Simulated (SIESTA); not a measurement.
Set up this calculation in SIESTA 5.4.2, as the native input.

```yaml
Task: single point
Functional: PBE
Potentials_or_basis: PseudoDojo 0.4 standard (PBE files)
Basis: DZP (energy shift 0.002 Ry)
Grid_cutoff: 800 Ry
Energy_shift: 0.002 Ry
k_mesh: 12 × 12 × 12
Occupations: fermi-dirac, width 0.05 eV
Spin: no spin polarisation
```

Si2Mo:

```
Mo Si
1.0
    -1.60000    1.60000    3.93050
     1.60000   -1.60000    3.93050
     1.60000    1.60000   -3.93050
Mo Si
1 2
Direct
  0.01766 0.00186 0.00664
  0.67784 0.69432 0.02500
  0.33200 0.34581 0.01150
```

The cell isn't the ideal one: atoms moved at random, drawn with an rms of 0.05 Å.

The input as run:

Si2Mo.fdf

```
SystemName                      Si2Mo
SystemLabel                     Si2Mo
NumberOfSpecies                 2
NumberOfAtoms                   3
%block ChemicalSpeciesLabel
  1  42 Mo
  2  14 Si
%endblock ChemicalSpeciesLabel

UseStructFile                   true

%block kgrid.MonkhorstPack
   12   0   0  0.0
    0  12   0  0.0
    0   0  12  0.0
%endblock kgrid.MonkhorstPack
XC.Functional                   GGA
XC.Authors                      PBE
PAO.BasisSize                   DZP
PAO.EnergyShift                 0.002 Ry
Mesh.Cutoff                     800 Ry
OccupationFunction              FD
ElectronicTemperature           0.05 eV
MaxSCFIterations                120
SCF.MustConverge                false
SCF.Mixer.Method                Pulay
SCF.Mixer.Weight                0.25
SCF.Mixer.History               8
SCF.DM.Tolerance                5.0e-05
SCF.H.Tolerance                 1.0e-03 eV
WriteForces                     true
Charge.Mulliken                 end
```

Si2Mo.STRUCT_IN

```
  -1.6000000000     1.6000000000     3.9305000000
   1.6000000000    -1.6000000000     3.9305000000
   1.6000000000     1.6000000000    -3.9305000000
3
1  42    0.0176620000     0.0018630000     0.0066410000
2  14    0.6778390000     0.6943160000     0.0250040000
2  14    0.3319990000     0.3458110000     0.0115010000
```

Potentials or basis: PseudoDojo 0.4 standard (PBE files), DZP (energy shift 0.002 Ry).

Launch:

```bash
$ siesta < Si2Mo.fdf > Si2Mo.out 2>&1
```

It gave:

```
Pressure               : 3.0 GPa
Largest force          : 0.953 eV/Å
Band gap on the k mesh : none (metal or under the smearing width)
```

Caveat: semicore shells carry a single zeta, which can move pressures by several GPa and volumes by a few percent; the basis of atomic orbitals isn't converged, which shifts pressures, moduli and gaps.

Wall time 4.9 min on 1 thread of Arm Neoverse V1, with other jobs on the host, peak memory 0.5 GiB.
